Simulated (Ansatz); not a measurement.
The system is ZrC.

```xyz
2
Lattice="0.0000 2.3650 2.3650 2.3650 0.0000 2.3650 2.3650 2.3650 0.0000" Properties=species:S:1:pos:R:3 pbc="T T T"
Zr    2.3650    2.3650    2.3650
C     0.0000    0.0000    0.0000
```

| Item | Value |
| --- | --- |
| Program | Ansatz 0.2.0 |
| Task | relaxation of cell and atoms |
| Functional | LDA |
| Potentials or basis | all-electron LAPW, scalar-relativistic |
| Basis error allowed | 0.001 eV/atom |
| k mesh | 10 × 10 × 10 |
| Occupations | fermi-dirac, width 0.05 eV |
| Spin | no spin polarisation |

At the start: volume 13.23 Å³/atom.

How do energy, volume and symmetry change on relaxing?

Over 5 steps the energy falls by 29.4 meV/atom and the volume is 12.50 Å³/atom (-5.5 %); space group Fm-3m (No. 225, to 0.05 Å).

Step by step:
```csv
step,energy change (eV),largest force (eV/Å),volume (Å³)
1,0.0000,0.0000,26.46
2,-0.0584,0.0000,25.13
3,-0.0589,0.0000,24.99
4,-0.0589,0.0000,25.01
5,-0.0589,0.0000,25.01
```

Final structure:
```cif
data_structure
_symmetry_space_group_name_H-M 'P 1'
_symmetry_Int_Tables_number 1
_cell_length_a 3.2824
_cell_length_b 3.2824
_cell_length_c 3.2824
_cell_angle_alpha 60.000
_cell_angle_beta 60.000
_cell_angle_gamma 60.000
_cell_volume 25.01
loop_
_atom_site_label
_atom_site_type_symbol
_atom_site_fract_x
_atom_site_fract_y
_atom_site_fract_z
_atom_site_occupancy
Zr1 Zr 0.50000 0.50000 0.50000 1
C1 C 0.00000 0.00000 0.00000 1
```
